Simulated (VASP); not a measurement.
**A VASP 6.6.1 single-point calculation on AlN**

INCAR

```
LASPH = .TRUE.
ISMEAR = 0
IBRION = -1
LREAL = .TRUE.
SIGMA = 0.01
METAGGA = R2SCAN
NBANDS = 11
NELM = 95
NSW = 0
LCHARG = .FALSE.
BMIX = 0.5
LWAVE = .FALSE.
EDIFF = 1E-7
ENCUT = 520
ISIF = 2
PREC = Accurate
ALGO = Normal
```

KPOINTS

```
KPOINTS created by Atomic Simulation Environment
0
Gamma
10 10 10
0 0 0
```

POSCAR

```
Al N
 1.0000000000000000
     0.0000000000000000    2.2571958303000002    2.2571958303000002
     2.2571958303000002    0.0000000000000000    2.2571958303000002
     2.2571958303000002    2.2571958303000002    0.0000000000000000
 Al  N
   1   1
Cartesian
  0.0000000000000000  0.0000000000000000  0.0000000000000000
  1.1285979151500001  1.1285979151500001  1.1285979151500001
```

The recommended PBE PAW datasets give the neutral cell 8 valence electrons.

Command

```
mpirun -np 1 vasp_std
```

OSZICAR

```
N       E                     dE             d eps       ncg     rms          rms(c)
DAV:   1     0.480477774861E+01    0.48048E+01   -0.39771E+03  1066   0.618E+02
DAV:   2    -0.223376185358E+02   -0.27142E+02   -0.26013E+02  1296   0.136E+02
DAV:   3    -0.232488026106E+02   -0.91118E+00   -0.90992E+00  1278   0.238E+01
DAV:   4    -0.232542136372E+02   -0.54110E-02   -0.54105E-02  1151   0.200E+00
DAV:   5    -0.232542913928E+02   -0.77756E-04   -0.77755E-04  1250   0.231E-01    0.835E+00
DAV:   6    -0.188557621356E+02    0.43985E+01   -0.11070E+01  1199   0.160E+01    0.348E+00
DAV:   7    -0.189928773927E+02   -0.13712E+00   -0.22763E-01  1118   0.372E+00    0.236E+00
DAV:   8    -0.190086526590E+02   -0.15775E-01   -0.50912E-02  1079   0.201E+00    0.767E-01
DAV:   9    -0.190065228594E+02    0.21298E-02   -0.59475E-03  1241   0.529E-01    0.186E-01
DAV:  10    -0.190064977359E+02    0.25123E-04   -0.47494E-04  1187   0.147E-01    0.488E-02
DAV:  11    -0.190065159124E+02   -0.18177E-04   -0.41271E-05  1187   0.495E-02    0.117E-02
DAV:  12    -0.190065157258E+02    0.18668E-06   -0.70377E-06  1223   0.146E-02    0.521E-03
DAV:  13    -0.190065147895E+02    0.93623E-06   -0.13859E-07  1107   0.307E-03    0.284E-03
DAV:  14    -0.190065134981E+02    0.12914E-05   -0.89637E-08   649   0.196E-03    0.169E-03
DAV:  15    -0.190065140501E+02   -0.55195E-06   -0.32382E-08   574   0.145E-03    0.240E-04
DAV:  16    -0.190065140526E+02   -0.25287E-08   -0.26647E-09   571   0.413E-04
   1 F= -.19006514E+02 E0= -.19006514E+02  d E =-.349142E-76
```

Standard output (part)

```
POSCAR found type information on POSCAR AlN
 POSCAR found :  2 types and       2 ions
|     You have a (more or less) 'small supercell' and for smaller cells       |
|     it is recommended to use the reciprocal-space projection scheme!        |
|     The real-space optimization is not efficient for small cells and it     |
|     is also less accurate ...                                               |
|     Therefore, set LREAL=.FALSE. in the INCAR file.                         |
|     The real-space projection scheme for the treatment of the non-local     |
|     real-space optimization of all non-local projectors! BE WARNED that     |
|     a calculation using the real-space projection scheme together with      |
|     non-local projectors which were not real-space optimized (according     |
|     to the plane-wave cutoff used in this calculation) might give more      |
|     or less inaccurate results. I hope you know what you are doing.         |
 LDA part: xc-table for (None), standard interpolation
 POSCAR, INCAR and KPOINTS ok, starting setup
 WAVECAR not read
 entering main loop
```

From OUTCAR

```
k-points           NKPTS =     47   k-points in BZ     NKDIM =     47   number of bands    NBANDS=     11

   NELECT =       8.0000    total number of electrons

   dimension x,y,z NGX =    24 NGY =   24 NGZ =   24
   dimension x,y,z NGXF=    48 NGYF=   48 NGZF=   48

  energy-cutoff  :      520.00
  volume of cell :       23.00
      direct lattice vectors                 reciprocal lattice vectors
     0.000000000  2.257195830  2.257195830    -0.221513789  0.221513789  0.221513789
     2.257195830  0.000000000  2.257195830     0.221513789 -0.221513789  0.221513789
     2.257195830  2.257195830  0.000000000     0.221513789  0.221513789 -0.221513789

 k-points in reciprocal lattice and weights: KPOINTS created by Atomic Simulation Env
   0.00000000  0.00000000  0.00000000       0.001
   0.10000000  0.00000000  0.00000000       0.008
   0.20000000  0.00000000  0.00000000       0.008
   0.30000000  0.00000000  0.00000000       0.008
   0.40000000  0.00000000  0.00000000       0.008
   0.50000000  0.00000000  0.00000000       0.004
   0.10000000  0.10000000  0.00000000       0.006
   0.20000000  0.10000000  0.00000000       0.024
   ...

 E-fermi :   4.9375

 k-point     1 :       0.0000    0.0000    0.0000
  band No.  band energies     occupation
      1     -10.3673      2.00000
      2       4.8090      2.00000
      3       4.8090      2.00000
      4       4.8090      2.00000
      5       8.8148      0.00000
      6      17.3421      0.00000
      7      17.3421      0.00000
      8      17.3421      0.00000
      9      22.5379      0.00000
     10      22.5379      0.00000
     11      24.0427      0.00000

 k-point     2 :       0.1000    0.0000    0.0000
  band No.  band energies     occupation
      1     -10.2373      2.00000
      2       4.0133      2.00000
      3       4.7582      2.00000
      4       4.7582      2.00000
      5       9.4948      0.00000
      6      16.9667      0.00000
      7      17.4706      0.00000
      8      17.4706      0.00000
      9      21.3836      0.00000
     10      21.3836      0.00000
     11      23.2779      0.00000

 k-point     3 :       0.2000    0.0000    0.0000
  band No.  band energies     occupation
      1      -9.8709      2.00000
      2       2.4726      2.00000
      3       4.6315      2.00000
      4       4.6315      2.00000
      5      10.6578      0.00000
      6      16.2070      0.00000
      7      17.4436      0.00000
      8      17.4436      0.00000
      9      20.8516      0.00000
     10      20.8516      0.00000
     11      22.3771      0.00000

 k-point     4 :       0.3000    0.0000    0.0000
  band No.  band energies     occupation
      1      -9.3499      2.00000
      2       0.9308      2.00000
      3       4.4856      2.00000
      4       4.4856      2.00000
      5      11.5407      0.00000
      6      15.5245      0.00000
      7      16.8724      0.00000
      8      16.8724      0.00000
      9      21.8285      0.00000
     10      21.8285      0.00000
     11      22.1140      0.00000

 k-point     5 :       0.4000    0.0000    0.0000
  band No.  band energies     occupation
      1      -8.8472      2.00000
      2      -0.2357      2.00000
      3       4.3753      2.00000
      4       4.3753      2.00000
      5      11.9805      0.00000
      6      15.0792      0.00000
      7      16.3218      0.00000
      8      16.3218      0.00000
      9      22.4801      0.00000
     10      23.6003      0.00000
     11      23.6003      0.00000

 ...

  Total       -2.3300820     -2.3300820     -2.3300820     -0.0000000      0.0000000     -0.0000000
  in kB     -162.3095530   -162.3095530   -162.3095530     -0.0000000      0.0000000     -0.0000000
  external PRESSURE =    -162.3095530 kB  Pullay stress =       0.0000000 kB

 POSITION                                       TOTAL-FORCE (eV/Angst)
 -----------------------------------------------------------------------------------
      0.00000      0.00000      0.00000         0.000000      0.000000      0.000000
      1.12860      1.12860      1.12860        -0.000000     -0.000000     -0.000000
 -----------------------------------------------------------------------------------
    total drift:                                0.000005      0.000005      0.000005

  FREE ENERGIE OF THE ION-ELECTRON SYSTEM (eV)
  ---------------------------------------------------
  free  energy   TOTEN  =       -19.0065140526 eV

  energy  without entropy=      -19.0065140526  energy(sigma->0) =      -19.00651405
```

It converged. Results: gap between bands v and c on the k mesh 3.85 eV; least direct gap on the k mesh 4.01 eV; pressure -16.2 GPa. Band v is the last that the valence electrons fill when counted band by band, and c is the next.

These settings aren't sound, so the numbers aren't properties of the crystal.

On sound settings r²SCAN gives a gap of 3.85 eV on its mesh and a pressure of -17.4 GPa for the intended cell.

The run took about 16 s on one core of a shared host (Intel Xeon 6975P-C) and held 0.14 GiB at most.
